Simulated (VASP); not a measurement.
BeSe:

```
Be Se
1.0
     0.00000    2.53500    2.53500
     2.53500    0.00000    2.53500
     2.53500    2.53500    0.00000
Be Se
1 1
Direct
  0.00000 0.00000 0.00000
  0.25000 0.25000 0.25000
```

```yaml
Program: VASP 6.6.1
Task: relaxation of cell and atoms
Functional: PBEsol
Potentials_or_basis: VASP PAW PBE potentials, release 64 (Be, Se)
Cutoff: 600 eV
k_mesh: 10 × 10 × 10
Occupations: gaussian, width 0.02 eV
Spin: no spin polarisation
```

At the start: pressure 3.3 GPa; volume 16.29 Å³/atom.

Task: How do energy, volume and symmetry change on relaxing?

Result: Over 3 steps the energy falls by 6.3 meV/atom and the volume is 16.93 Å³/atom (+3.9 %); space group F-43m (No. 216, to 0.05 Å).

The path:
```tsv
step	energy change (eV)	largest force (eV/Å)	pressure (GPa)	volume (Å³)
1	0.0000	0.0000	3.28	32.58
2	-0.0119	0.0000	-0.74	34.18
3	-0.0126	0.0000	0.01	33.85
```

Final structure:
```yaml
crystal:
  lattice:
    - [0.00000, 2.56755, 2.56755]
    - [2.56755, 0.00000, 2.56755]
    - [2.56755, 2.56755, 0.00000]
  atoms:
    - { symbol: Be, position: [0.00000, 0.00000, 0.00000] }
    - { symbol: Se, position: [0.25000, 0.25000, 0.25000] }
```

Caveat: the PAW data sets were made with another functional, which shifts forces and pressure a little.
